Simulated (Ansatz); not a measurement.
# Ag: restoring forces

Aim: deform Ag (atom 2 (Ag) moved by (0.120, 0.000, 0.000) Å) and compute stress, forces and field gradients with LAPW, PAW and all-electron datasets made for the crystal.

Program: Ansatz 0.2.0. Level of theory: DFT PBE, scalar-relativistic. These are calculated values, not measurements.

## Step 1: The system as given

Symmetry: P6_3/mmc, No. 194, hexagonal system. The conventional cell has a = 2.930 Å, b = 2.930 Å, c = 4.790 Å, α = 90.00°, β = 90.00°, γ = 120.00°. Around Ag (site symmetry -6m2) lie 12 Ag at 2.93 Å.

Coordinates:

```cif
data_structure
_symmetry_space_group_name_H-M 'P6_3/mmc'
_symmetry_Int_Tables_number 194
_cell_length_a 2.9300
_cell_length_b 2.9300
_cell_length_c 4.7900
_cell_angle_alpha 90.000
_cell_angle_beta 90.000
_cell_angle_gamma 120.000
_cell_volume 35.61
loop_
_atom_site_label
_atom_site_type_symbol
_atom_site_symmetry_multiplicity
_atom_site_Wyckoff_symbol
_atom_site_fract_x
_atom_site_fract_y
_atom_site_fract_z
_atom_site_occupancy
Ag1 Ag 2 c 0.33333 0.66667 0.25000 1
```

The file gives the conventional cell by its symmetry; the runs use the cell typed in the input.

Atoms are numbered in the order of the input: Ag1, Ag2.

## Step 2: After the deformation

Space group P6_3/mmc before, P2_1/m after.

## Step 3: LAPW, all electrons

Input file input.yaml:

```yaml
crystal:
  lattice:
    - [2.9299980804, 0.0, 0.0]
    - [-1.4649990402, 2.5374527707, 0.0]
    - [0.0, 0.0, 4.79]
  atoms:
    - { symbol: Ag, position: [0.3333333333, 0.6666666667, 0.25] }
    - { symbol: Ag, position: [0.7076223249, 0.3333333333, 0.75] }
kpoints:
  mp_grid: { grid: [14, 14, 8] }
scf:
  occupations: { method: fermi_dirac, width: 0.05 }
hamiltonian:
  xc: pbe
  pseudopotentials: { kind: all_electron, lapw: { basis_error: 0.00025 } }
output:
  forces: true
  stress: true
  eigenvalues: true
```

Started as:

```console
> ansatz run input.yaml --threads 1 --pin off --max-ram 2048MiB --backend cpu --events-out ev --progress --plain --runs-dir out
```

## Step 4: PAW on the default files

input.yaml, as its differences from that of step 3:

```diff
@@ -14,3 +14,3 @@
   xc: pbe
-  pseudopotentials: { kind: all_electron, lapw: { basis_error: 0.00025 } }
+  pseudopotentials: { kind: paw }
 output:
@@ -19 +19,2 @@
   eigenvalues: true
+  efg: { contact_densities: true }
```

## Step 5: All-electron PAW on datasets made for the crystal

input.yaml, as its differences from that of step 4:

```diff
@@ -14,3 +14,3 @@
   xc: pbe
-  pseudopotentials: { kind: paw }
+  pseudopotentials: { kind: all_electron, datasets: crystal }
 output:
```

(Steps that only read results are left out.)

Q: Predict the outcome of this session. Wanted: pressure; largest shear or deviatoric stress; force on Ag2 along the move.

**Answer**, as computed:

| quantity | value |
| --- | --- |
| pressure | LAPW 0.56, PAW 0.57, crystal datasets 0.56 GPa |
| largest shear or deviatoric stress (LAPW) | 0.55 GPa |
| force on Ag2 along the move | -0.103 eV/Å |

**Reading.** The force on Ag2 points against the move; no run of the undisplaced cell is shown, so any force that was there before is in it. No run of the undeformed cell stands beside it, so pressure and stress hold what the given cell had before the change, as far as its symmetry allows. PAW: stress within 0.02 GPa of LAPW, forces within 1 meV/Å. Crystal datasets: stress within 0.01 GPa of LAPW, forces within 1 meV/Å.
